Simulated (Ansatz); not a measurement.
Write the native input for Ansatz 0.2.0 that does the following.

```yaml
Task: band structure
Functional: LDA
Potentials_or_basis: Ansatz PAW
Cutoff: "420 eV (not typed: the program's choice for these potentials)"
k_mesh: 9 × 9 × 9
Occupations: fermi-dirac, width 0.05 eV
Spin: spin-orbit coupling, no magnetisation
Path: "[[\"G\", \"X\", \"W\", \"K\", \"G\", \"L\", \"U\", \"W\", \"L\", \"K\"], [\"U\", \"X\"]]"
Points_for_each_segment_of_the_path: 14
```

The system is Pt.

```
CELL_PARAMETERS angstrom
0.00000 1.96090 1.96090
1.96090 0.00000 1.96090
1.96090 1.96090 0.00000
ATOMIC_POSITIONS crystal
Pt 0.00000 0.00000 0.00000
```

The input as run:

input.yaml

```yaml
crystal:
  lattice:
    - [0.0, 1.9609, 1.9609]
    - [1.9609, 0.0, 1.9609]
    - [1.9609, 1.9609, 0.0]
  atoms:
    - { symbol: Pt, position: [0.0, 0.0, 0.0] }
hamiltonian:
  xc: lda
  pseudopotentials: { kind: paw_fr }
magnetization:
  noncollinear: true
  spin_orbit: true
kpoints:
  mp_grid: { grid: [9, 9, 9] }
  band_path:
    path:
      - [[0.0, 0.0, 0.0], [0.5, 0.0, 0.5], [0.5, 0.25, 0.75], [0.375, 0.375, 0.75], [0.0, 0.0, 0.0], [0.5, 0.5, 0.5], [0.625, 0.25, 0.625], [0.5, 0.25, 0.75], [0.5, 0.5, 0.5], [0.375, 0.375, 0.75]]
      - [[0.625, 0.25, 0.625], [0.5, 0.0, 0.5]]
    npoints: 14
scf:
  occupations: { method: fermi_dirac, width: 0.05 }
  n_extra_bands: 6
output:
  forces: true
  stress: true
  eigenvalues: true
  fatbands: false
```

Potentials or basis: Ansatz PAW.

Run with:

```bash
$ ansatz run input.yaml --threads 2 --pin off --max-ram 5632MiB --backend cpu --events-out ev --progress --plain --runs-dir out
```

Results of the run:

| Quantity | Value |
| --- | --- |
| Pressure | -6.2 GPa |
| Band gap on the k mesh | none (metal or under the smearing width) |

Caveat: the PAW data sets come from PBE, with cores solved anew for the run's functional, which leaves a small shift of forces and pressure.

Run time: 3.2 s on 2 threads of Arm Neoverse V2 (shared host), peak memory 0.31 GiB.
